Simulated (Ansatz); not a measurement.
## ZnCu: projected DOS by orbital

```xyz
2
Lattice="2.9450 0.0000 0.0000 0.0000 2.9450 0.0000 0.0000 0.0000 2.9450" Properties=species:S:1:pos:R:3 pbc="T T T"
Zn    1.4725    1.4725    1.4725
Cu    0.0000    0.0000    0.0000
```

Atoms are numbered in the order listed.

The cell is COD entry 9008814, as deposited and not checked against the literature; nothing was relaxed.

All numbers below come from Ansatz 0.2.0, DFT, PBE, all-electron LAPW, scalar-relativistic.

Numerical set-up: a Γ-centred 14×14×14 k mesh, Fermi–Dirac smearing of 0.05 eV, basis error target 0.5 meV/atom, no spin polarisation.

States per eV for one atom of each kind, in 0.4 eV bins named by their centres, from the Fermi level, projected on a minimal set of Löwdin-orthogonalised atomic shells; orbitals are real harmonics on the Cartesian axes, equal curves share a column, and empty bins are left out, as is all above 4.2 eV, near the top of the computed bands.

Zn1 3d:

```
# E all dz2=dx2-y2 dxz=dyz=dxy
-9.1 0.01 0.00 0.00
-8.7 0.03 0.01 0.01
-8.3 0.13 0.03 0.02
-7.9 3.47 0.45 0.86
-7.5 11.71 2.56 2.19
-7.1 7.75 1.40 1.65
-6.7 0.65 0.24 0.06
-6.3 0.15 0.04 0.03
-5.9 0.11 0.03 0.02
-5.5 0.09 0.03 0.01
-5.1 0.11 0.05 0.01
-4.7 0.09 0.04 0.00
-4.3 0.05 0.02 0.01
-3.9 0.10 0.03 0.01
-3.5 0.16 0.06 0.01
-3.1 0.11 0.01 0.03
-2.7 0.12 0.00 0.04
-2.3 0.02 0.00 0.00
-1.9 0.01 0.00 0.00
-1.5 0.01 0.00 0.00
-1.1 0.01 0.00 0.00
-0.7 0.01 0.00 0.00
-0.3 0.01 0.00 0.00
0.1 0.01 0.00 0.00
0.5 0.01 0.00 0.00
2.5 0.01 0.00 0.00
2.9 0.01 0.00 0.00
3.3 0.01 0.00 0.00
3.7 0.01 0.00 0.00
```

Cu2 3d:

```
# E all dz2=dx2-y2 dxz=dyz=dxy
-8.3 0.01 0.00 0.00
-7.9 0.11 0.04 0.01
-7.5 0.31 0.06 0.07
-7.1 0.13 0.01 0.04
-6.7 0.03 0.01 0.01
-6.3 0.05 0.01 0.01
-5.9 0.09 0.01 0.02
-5.5 0.15 0.01 0.04
-5.1 0.34 0.01 0.11
-4.7 0.61 0.03 0.18
-4.3 0.58 0.09 0.14
-3.9 2.35 0.30 0.58
-3.5 5.28 1.84 0.53
-3.1 6.92 1.06 1.60
-2.7 5.87 0.99 1.30
-2.3 0.42 0.07 0.09
-1.9 0.42 0.14 0.05
-1.5 0.36 0.12 0.04
-1.1 0.22 0.07 0.03
-0.7 0.15 0.04 0.02
-0.3 0.10 0.03 0.02
0.1 0.07 0.02 0.01
0.5 0.05 0.01 0.01
0.9 0.04 0.01 0.01
1.3 0.02 0.01 0.00
1.7 0.02 0.00 0.00
2.1 0.04 0.00 0.01
2.5 0.04 0.00 0.01
2.9 0.04 0.00 0.01
3.3 0.03 0.00 0.01
3.7 0.02 0.00 0.01
4.1 0.02 0.00 0.00
```

Zn1 4s:

```
# E all
-10.3 0.01
-9.9 0.05
-9.5 0.08
-9.1 0.10
-8.7 0.13
-8.3 0.18
-7.9 0.28
-7.5 0.14
-7.1 0.10
-6.7 0.11
-6.3 0.14
-5.9 0.16
-5.5 0.20
-5.1 0.33
-4.7 0.24
-4.3 0.08
-3.9 0.07
-3.5 0.03
-3.1 0.07
-2.7 0.10
-2.3 0.08
-1.9 0.07
-1.5 0.09
-1.1 0.10
-0.7 0.10
-0.3 0.09
0.1 0.08
0.5 0.07
0.9 0.06
1.3 0.05
1.7 0.04
2.1 0.13
2.5 0.18
2.9 0.18
3.3 0.16
3.7 0.13
4.1 0.11
```

Cu2 4s:

```
# E all
-10.3 0.02
-9.9 0.06
-9.5 0.08
-9.1 0.10
-8.7 0.13
-8.3 0.16
-7.9 0.35
-7.5 0.06
-7.1 0.06
-6.7 0.11
-6.3 0.15
-5.9 0.15
-5.5 0.12
-5.1 0.08
-4.7 0.08
-4.3 0.13
-3.9 0.23
-3.5 0.06
-3.1 0.05
-2.7 0.07
-2.3 0.06
-1.9 0.16
-1.5 0.20
-1.1 0.17
-0.7 0.13
-0.3 0.11
0.1 0.09
0.5 0.07
0.9 0.06
1.3 0.05
1.7 0.03
2.1 0.06
2.5 0.15
2.9 0.17
3.3 0.16
3.7 0.13
4.1 0.11
```
